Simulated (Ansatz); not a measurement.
## Cs: one input, then a changed one

The structure comes from a relaxation in the same program, started in the hcp type. Whether it is a known phase or the ground state wasn't checked. The listed cell was then made from it by scaling, straining or moving an atom.

First run: DFT, PBE, all-electron PAW with datasets made for the crystal, scalar-relativistic (Ansatz 0.2.0).

Command: `ansatz run input.yaml --threads 1 --pin off --max-ram 2048MiB --backend cpu --events-out ev --progress --plain --runs-dir out` The run took about 11 s on 1 thread of a shared machine.

```yaml
crystal:
  lattice:
    - [5.5763321968, 0.0, 0.0]
    - [-2.7881660984, 4.8292453424, 0.0]
    - [0.0, 0.0, 9.025234341]
  atoms:
    - { symbol: Cs, position: [0.3333333333, 0.6666666667, 0.25] }
    - { symbol: Cs, position: [0.6666666667, 0.3333333333, 0.75] }
kpoints:
  mp_grid: { grid: [12, 12, 6] }
scf:
  occupations: { method: fermi_dirac, width: 0.05 }
hamiltonian:
  xc: pbe
  pseudopotentials: { kind: all_electron, datasets: crystal }
output:
  forces: true
  stress: true
  eigenvalues: true
  efg: { contact_densities: true }
```

Result: converged; pressure -0.06 GPa; no gap on the k mesh; 9 SCF iterations.

Spin–orbit coupling is left out, though it moves levels of the heavy atoms by tenths of an eV or more.

The input is then changed:

```diff
@@ -8,5 +8,5 @@
     - { symbol: Cs, position: [0.6666666667, 0.3333333333, 0.75] }
 kpoints:
-  mp_grid: { grid: [12, 12, 6] }
+  mp_grid: { grid: [12, 12, 6], shift: [0.5, 0.5, 0.5] }
 scf:
   occupations: { method: fermi_dirac, width: 0.05 }
@@ -14,4 +14,5 @@
   xc: pbe
   pseudopotentials: { kind: all_electron, datasets: crystal }
+  dispersion: d4
 output:
   forces: true
```

(1) What does the second run give?

Answers

(1) It converged; pressure -0.14 GPa; no gap on the k mesh; 9 SCF iterations.
